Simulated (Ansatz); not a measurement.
A series in volume scale on SrTe

Results calculated with Ansatz 0.2.0, not measured. Periodic Kohn-Sham DFT of a crystal at fixed atoms, scaled to volume_scale times the given cell; pressure positive in compression, energy less spherical unpolarised free atoms, largest_vzz the field gradient of largest size among the nuclei.

The cell before it is scaled or strained (space group Fm-3m, No. 225):
```
CELL_PARAMETERS angstrom
0.00000 3.35580 3.35580
3.35580 0.00000 3.35580
3.35580 3.35580 0.00000
ATOMIC_POSITIONS crystal
Sr 0.00000 0.00000 0.00000
Te 0.50000 0.50000 0.50000
```

Settings of every row: method all-electron LAPW; functional PBE; relativity scalar; k mesh 7x7x7; filling fermi-dirac; smearing width 0.01 eV; basis error target 0.5 meV/atom; nucleus gaussian.

Atom start moment: 0 on all atoms.

Limits: no spin-orbit coupling on heavy atoms; the cell comes from a prototype or a list of computed structures and needn't be the stable phase.

| row | volume scale | V (Å³/atom) | energy less free atoms (eV/atom) | pressure (GPa) |
| --- | --- | --- | --- | --- |
| 1 | 0.9405 | 35.542 | -4.1054 | 2.392 |
| 2 | 0.97 | 36.657 | -4.1177 | 1.169 |
| 3 | 1 | 37.792 | ? | ? |
| 4 | 1.03 | 38.925 | -4.1195 | -0.808 |
| 5 | 1.06 | 40.058 | -4.1109 | -1.588 |

Question: what energy less free atoms and pressure should row 3 give?

Worked fit of energy less free atoms. Take u = (V_r/V)^(2/3) − 1 with V_r = 37.791 Å³ an atom, which is twice the finite (Eulerian) strain; such expansions in the strain, on which the Birch-Murnaghan equation of state is built, carry the rest volume and the bulk modulus. The shown rows have u = 0.04175, 0.02052, -0.01952, -0.03809. Least squares give energy less free atoms = −4.12211 + 0.0369 × u + 8.698 × u² eV/atom; a straight line predicts inner rows, each left out in turn, worse (root mean square 0.008 against 3.2e-05 eV/atom). All shown rows lie on it to the printed digit. Its lowest point lies at u = -0.0021, or V = 37.91 Å³ an atom, and the curvature there gives the bulk modulus at fixed shape and fractions, B = (4/9)(1 + u)² E″(u)/V = 32.5 GPa. The withheld row has u = -2e-05, so the fit gives −4.12211 + 0.0369 × (-2e-05) + 8.698 × (-2e-05)² = -4.1221 eV/atom.

The calculation gave -4.1221 eV/atom. The fit meets it to the printed digit.

Worked fit of pressure. Take u = (V_r/V)^(2/3) − 1 with V_r = 37.791 Å³ an atom, which is twice the finite (Eulerian) strain; such expansions in the strain, on which the Birch-Murnaghan equation of state is built, carry the rest volume and the bulk modulus. The shown rows have u = 0.04175, 0.02052, -0.01952, -0.03809. Least squares give pressure = 0.1034 + 49.347 × u + 130.49 × u² GPa; a straight line predicts inner rows, each left out in turn, worse (root mean square 0.12 against 0.0051 GPa). The rows lie off it by 0.001, -0.002, 0.002, -0.001. The pressure vanishes at u = -0.0021, or V = 37.91 Å³ an atom, and there the bulk modulus at fixed shape and fractions is B = −V dP/dV = (2/3)(1 + u) dP/du = 32.5 GPa. The withheld row has u = -2e-05, so the fit gives 0.1034 + 49.347 × (-2e-05) + 130.49 × (-2e-05)² = 0.102 GPa.

The calculation gave 0.103 GPa. The fit lies 0.001 GPa (0.025 % of the column's range) below it, one unit of the last digit.
